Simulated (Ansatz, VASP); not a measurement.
**Ta in VASP and in Ansatz**

File INCAR:

```
SYSTEM = Ta
  PREC = Accurate
  ENCUT = 520
  EDIFF = 1E-7
  ISMEAR = 0
  SIGMA = 0.15
  LREAL = .FALSE.
  LASPH = .TRUE.
  NELM = 80
  ALGO = Normal
  ISIF = 2
  LWAVE = .FALSE.
  LCHARG = .FALSE.
  GGA = PS
  NBANDS = 12
```

The input KPOINTS:

```
Automatic mesh
0
G
  20 20 20
  0 0 0
```

File POSCAR:

```
Ta
1.0
   -1.6099980000      1.6099980000      1.6925620000
    1.6099980000     -1.6099980000      1.6925620000
    1.6099980000      1.6099980000     -1.6925620000
Ta
1
Direct
    0.0000000000      0.0000000000      0.0000000000
```

Input for Ansatz:

```yaml
crystal:
  lattice:
    - [-1.609998, 1.609998, 1.692562]
    - [1.609998, -1.609998, 1.692562]
    - [1.609998, 1.609998, -1.692562]
  atoms:
    - { symbol: Ta, position: [0.0, 0.0, 0.0] }
basis:
  ecutwfc: 420
kpoints:
  mp_grid: { grid: [20, 20, 20] }
hamiltonian:
  xc: pbesol
scf:
  occupations: { method: gaussian, width: 0.15 }
output:
  forces: true
  stress: true
  eigenvalues: true
  write_density: true
  write_potential: true
  elf: true
  volumetric_format: npy
```

Change from the starting cell: strain -0.025 along x and y, +0.025 along z, atoms carried along.

Alike in both runs: task single point; functional PBEsol; k mesh 20 × 20 × 20; occupations gaussian, width 0.15 eV; no spin polarisation.

```csv
,VASP,Ansatz
version,VASP 6.6.1,Ansatz 0.2.0
potentials or method,"VASP PAW PBE potentials, release 64 (Ta_pv)","scalar-relativistic, plane waves, PAW"
plane-wave cutoff (eV),520,420
valence electrons in the cell,11,13
```

VASP gave:

```
gap on the k mesh at the Fermi level (eV)       : none
pressure (GPa)                                  : 1.9
largest component of the traceless stress (GPa) : 4.00
```

Q: What did Ansatz give for the same quantities?

A: gap on the k mesh at the Fermi level (eV): none; pressure (GPa): 1.7; largest component of the traceless stress (GPa): 4.01.

A gap of «none» marks a metal or a gap that the smearing closes. The two sets of potentials don't hold the same shells in valence.

Caveats: the PAW data sets were made with another functional, which shifts forces and pressure a little (VASP). Spin-orbit coupling is left out, which matters for the levels of Ta.
